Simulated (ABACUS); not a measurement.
## Al under changes of volume

One of the cells (16.116 Å³/atom); the others are scaled copies at fixed shape and fractional positions:

```
Al
1.0
    -1.59122    1.59122    1.59122
     1.59122   -1.59122    1.59122
     1.59122    1.59122   -1.59122
Al
1
Direct
  0.00000 0.00000 0.00000
```

This isn't the form of Al at room conditions, which is fcc.

| Item | Value |
| --- | --- |
| Program | ABACUS 3.10.1 |
| Functional | PBE |
| Potentials or basis | PseudoDojo NC SR 0.4.1 PBE standard |
| Cutoff | 1361 eV |
| Density cutoff | 5442 eV |
| Basis | DZP LCAO (the cutoffs set its grid) |
| k mesh | 12 × 12 × 12 |
| Occupations | fermi-dirac, width 0.05 eV |
| Spin | no spin polarisation |

| volume (Å³/atom) | energy over the lowest point (meV/atom) | pressure (GPa) |
| --- | --- | --- |
| 15.149 | 51.39 | 10.0 |
| 15.471 | ? | ? |
| 15.793 | 20.00 | 5.8 |
| 16.116 | 10.14 | 4.0 |
| 16.438 | 3.71 | 2.4 |
| 16.760 | 0.42 | 0.9 |
| 17.083 | 0.00 | -0.4 |

Question: What does the run at 15.471 Å³/atom give?

Answer: Energy over the lowest point 33.61 meV/atom; pressure 7.8 GPa.

Worked out: A Birch-Murnaghan fit of order 3 (a polynomial in V^(-2/3)) to the other rows has its minimum at 16.97 Å³/atom with B0 = V·E''(V) = 70 GPa and B' = 3.8. It gives 33.63 meV/atom at 15.471 Å³/atom, against the run's 33.61, and -dE/dV = 7.8 GPa, against 7.8.

Energies are extrapolated to zero smearing.

Caveats: the atomic orbitals were generated for these runs and aren't a published set; the basis of atomic orbitals isn't converged, which shifts pressures, moduli and gaps.
